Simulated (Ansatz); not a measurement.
# Straining NiSb

These are results of DFT PBEsol, scalar-relativistic, plane waves, PAW in Ansatz 0.2.0, not measurements. Settings: 420 eV cutoff, 18×18×10 k-mesh, Gaussian smearing of 0.10 eV, no spin polarisation.

Reference structure (relaxed):

```xyz
4
Lattice="3.9159 0.0000 0.0000 -1.9580 3.3913 0.0000 0.0000 0.0000 5.0703" Properties=species:S:1:pos:R:3 pbc="T T T"
Ni    0.0000    0.0000    0.0000
Ni    0.0000    0.0000    2.5351
Sb    0.0000    2.2609    1.2676
Sb    1.9580    1.1304    3.8027
```

Deformation: uniaxial strain along c, with the lengths of a and b and the atoms relaxed and the angles held, all within the symmetry that the strain leaves. Energies are extrapolated to zero smearing.

```csv
strain (%),ΔE (meV/atom),a (Å),b (Å),c (Å)
-2.0,3.5,3.941,3.941,4.969
-1.0,0.9,3.928,3.928,5.020
+0.0,0.0,3.916,3.916,5.070
+1.0,0.7,3.904,3.904,5.121
+2.0,2.9,3.893,3.893,5.172
```

Task: What stiffness (1/V) d²E/dε² at zero strain does a cubic fit over all points give?

Result: A cubic fit gives (1/V) d²E/dε² = 153 GPa at zero strain (Young's modulus along this axis, angles held).

Task: How does the free axis a answer a small strain?

Result: Between the innermost points its strain is -0.30 times the applied one.